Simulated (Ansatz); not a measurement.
**TiB2: from a guess to a relaxed structure**

All numbers below come from DFT PBE, scalar-relativistic, plane waves, PAW in Ansatz. Cutoff 420 eV, Gaussian smearing, Γ-centred meshes. Cell and atoms relax first on a coarse mesh and then on a finer one. In between, the cell is made exact in the group found at 0.06 Å. In metals the finer mesh still leaves noise of several meV/atom or more. The steps can't lower the symmetry of their start. No spin polarisation in the relaxation; trial moments died out in a coarse test.

A trial structure of TiB2 was built thus: random cell by space group and Wyckoff sites (Immm, No. 71). Its size is a rough estimate.

```
Ti B
1.0
    -2.24031    2.63410    2.98448
     2.24031   -2.63410    2.98448
     2.24031    2.63410   -2.98448
Ti B
2 4
Direct
  0.50000 0.00000 0.50000
  0.50000 0.50000 0.00000
  0.78426 0.68445 0.46870
  0.21574 0.31555 0.53130
  0.21574 0.68445 0.90019
  0.78426 0.31555 0.09981
```

The zero of energy is the elements' standard structures at the same level; no fitted shifts are applied.

Task: Describe the relaxed structure.

Result: The symmetry goes from Immm (No. 71) to P6/mmm (No. 191), and the primitive cell from 6 to 3 atoms. The end has the AlB2 type. The volume per atom shrinks by 27.1 %, from 11.7 to 8.6 Å³. The shortest distance goes from 1.65 Å (B–B) to 1.75 Å (B–B). The energy falls by about 3.6 eV/atom (the start's value is from the coarse mesh). The end is written in a standard setting, so origin, axes and order of atoms can differ from the start's. Conventional cell: a = 3.032 Å, c = 3.224 Å. Ti is surrounded by 12 B at 2.38 Å; around B lie 3 B at 1.75 Å and 6 Ti at 2.38 Å.

```yaml
crystal:
  lattice:
    - [3.03190, 0.00000, 0.00000]
    - [-1.51595, 2.62570, 0.00000]
    - [0.00000, 0.00000, 3.22439]
  atoms:
    - { symbol: Ti, position: [0.00000, 0.00000, 0.00000] }
    - { symbol: B, position: [0.66667, 0.33333, 0.50000] }
    - { symbol: B, position: [0.33333, 0.66667, 0.50000] }
```

Task: Give its energy and gap.

Result:

| Property | Result |
| --- | --- |
| Energy over the elements | −1.07 eV/atom |
| Gap on the 18×18×14 mesh of the 3-atom cell | 0 eV (a metal) |

It lies below the elements, which doesn't yet make it stable against other compounds or structures.

The last run used Gaussian smearing of 0.10 eV. Symmetry constrained the relaxation, so the result can be a saddle point.
